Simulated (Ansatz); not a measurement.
**Relaxing Ga (fcc)**

Method: HSE06, scalar-relativistic; no spin polarisation; PAW, 420 eV, Γ-centred 8×8×8 mesh, 0.05 eV Gaussian smearing; code Ansatz; PAW files: Ansatz's generated set soft_2.

At room temperature and ambient pressure Ga takes another structure.

The first cell:

```
Ga
1.0
     0.00000    2.13979    2.13979
     2.13979    0.00000    2.13979
     2.13979    2.13979    0.00000
Ga
1
Direct
  0.00000 0.00000 0.00000
```

The runs in order:

| run | level | k-mesh | kind | V (Å³/atom) | P (GPa) | E − E(final) (meV/atom) | gap on the mesh (eV) |
| --- | --- | --- | --- | --- | --- | --- | --- |
| 1 | PBE | 8×8×8 | fixed cell | 19.59 | -1.4 | – | metal |
| 2 | PBE | 8×8×8 | fixed cell | 19.42 | -1.0 | – | metal |
| 3 | PBE | 8×8×8 | fixed cell | 19.03 | 0.0 | – | metal |
| 4 | HSE06 | 8×8×8 | fixed cell | 19.03 | -1.2 | 1.5 | metal |
| 5 | HSE06 | 8×8×8 | fixed cell | 18.88 | -0.8 | 0.6 | metal |
| 6 | HSE06 | 8×8×8 | fixed cell | 18.62 | 0.0 | 0.0 | metal |

The volume is at zero pressure for this level.

The final structure (symmetry read at 0.01 Å). The structure is cubic, space group Fm-3m (No. 225). Conventional cell: a = 4.207 Å, b = 4.207 Å, c = 4.207 Å, α = 90.00°, β = 90.00°, γ = 90.00°. Around Ga (site symmetry m-3m) lie 12 Ga at 2.97 Å. (Neighbours are counted to 15 % beyond the shortest distance.)

| atom | site | symmetry | x | y | z |
| --- | --- | --- | --- | --- | --- |
| Ga | 4a | m-3m | 0.0000 | 0.0000 | 0.0000 |

At the final geometry the gap, band path included, is zero (metallic). The runs in the table took roughly 1.4 core-minutes.

**Why it comes out so.**

With 13 valence electrons in the calculation's cell and no magnetic order, the bands, two electrons each, can't all be full or empty: band theory demands a metal.

Pressures of hybrids are less tightly converged. For a metal under a hybrid functional this mesh is coarse.
